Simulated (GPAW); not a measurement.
# TiTe2: band structure with r2SCAN

Crystal: TiTe2.

```xyz
3
Lattice="3.7770 0.0000 0.0000 -1.8885 3.2710 0.0000 0.0000 0.0000 6.4980" Properties=species:S:1:pos:R:3 pbc="T T T"
Te    0.0000    2.1807    4.7903
Te    1.8885    1.0903    1.7077
Ti    0.0000    0.0000    0.0000
```

```
Program                   : GPAW 26.7.0
Task                      : band structure
Functional                : r2SCAN
Potentials or basis       : GPAW PAW data sets (gpaw-data 1.2.1)
Cutoff                    : 600 eV
Basis                     : pw
k mesh                    : 6 × 6 × 3
Occupations               : fermi-dirac, width 0.05 eV
Spin                      : spin-orbit coupling, no magnetisation
Maxiter                   : 150
Band path                 : GMKGALHA,LM,KH
Band points               : 60
spin axis theta (degrees) : 0
spin axis phi (degrees)   : 0
Soc after scf             : second variation without the xc potential
```

| Item | Value |
| --- | --- |
| Pressure | 0.6 GPa |
| Largest force | 0.235 eV/Å |
| Band gap along the path | none (metal or under the smearing width) |

Forces in eV/Å, atoms in the order of the input:
```
Te   0.000  0.000  0.235
Te   0.000  0.000 -0.235
Ti   0.000  0.000  0.000
```

Stress tensor (GPa, compression positive):
```
0.85 0.00 0.00
0.00 0.85 0.00
0.00 0.00 0.14
```

Levels at the corners of the path, in eV from the Fermi level:
```csv
point,band 21,band 22,band 23,band 24,band 25,band 26,band 27,band 28
Γ,0.39,0.39,0.40,0.40,0.44,0.44,1.03,1.03
M,-2.00,-2.00,-1.32,-1.32,0.05,0.05,1.20,1.20
K,-2.55,-2.55,-2.40,-2.40,1.09,1.09,1.44,1.44
Γ,0.39,0.39,0.40,0.40,0.44,0.44,1.03,1.03
A,0.27,0.27,0.39,0.39,0.39,0.39,1.00,1.01
L,-1.36,-1.36,-0.67,-0.67,-0.23,-0.23,1.20,1.20
H,-2.00,-2.00,-1.91,-1.91,1.04,1.04,1.08,1.08
A,0.27,0.27,0.39,0.39,0.39,0.39,1.00,1.01
L,-1.36,-1.36,-0.67,-0.67,-0.23,-0.23,1.20,1.20
M,-2.00,-2.00,-1.32,-1.32,0.05,0.05,1.20,1.20
K,-2.55,-2.55,-2.40,-2.40,1.09,1.09,1.44,1.44
H,-2.00,-2.00,-1.91,-1.91,1.04,1.04,1.08,1.08
```

Wall time 2.6 min on 1 thread of INTEL(R) XEON(R) PLATINUM 8581C CPU @ 2.30GHz (Emerald Rapids) (shared host), peak memory 0.5 GiB.

Caveat: spin-orbit coupling was added after a scalar SCF, so levels and gaps hold it while energy, forces, pressure and moments don't; this program's spin-orbit splittings come out too wide for heavy elements; the PAW data sets were made with another functional, which shifts forces and pressure a little.
